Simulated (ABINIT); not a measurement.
ZrC:

```xyz
2
Lattice="0.0000 2.3650 2.3650 2.3650 0.0000 2.3650 2.3650 2.3650 0.0000" Properties=species:S:1:pos:R:3 pbc="T T T"
Zr    2.3650    2.3650    2.3650
C     0.0000    0.0000    0.0000
```

| Quantity | Value |
| --- | --- |
| Program | ABINIT 10.8.3 (patched build) |
| Task | relaxation of cell and atoms |
| Functional | LDA |
| Potentials or basis | PseudoDojo NC SR LDA v0.4.1 standard |
| Cutoff | 1116 eV |
| k mesh | 8 × 8 × 8 |
| Occupations | fermi-dirac, width 0.05 eV |
| Spin | no spin polarisation |

At the start: pressure -12.2 GPa; volume 13.23 Å³/atom.

Problem. Where does the relaxation end?

Solution. Over 5 steps the energy falls by 28.5 meV/atom and the volume is 12.52 Å³/atom (-5.4 %); space group Fm-3m (No. 225, to 0.05 Å).

Step by step:
```csv
step,energy change (eV),largest force (eV/Å),pressure (GPa),volume (Å³)
1,0.0000,0.0000,-12.21,26.46
2,-0.0509,0.0000,-4.23,25.48
3,-0.0569,0.0000,0.30,25.00
4,-0.0569,0.0000,-0.01,25.03
5,-0.0569,0.0000,0.00,25.03
```

Final structure:
```xyz
2
Lattice="0.0000 2.3217 2.3217 2.3217 0.0000 2.3217 2.3217 2.3217 0.0000" Properties=species:S:1:pos:R:3 pbc="T T T"
Zr    2.3217    2.3217    2.3217
C     0.0000    0.0000    0.0000
```
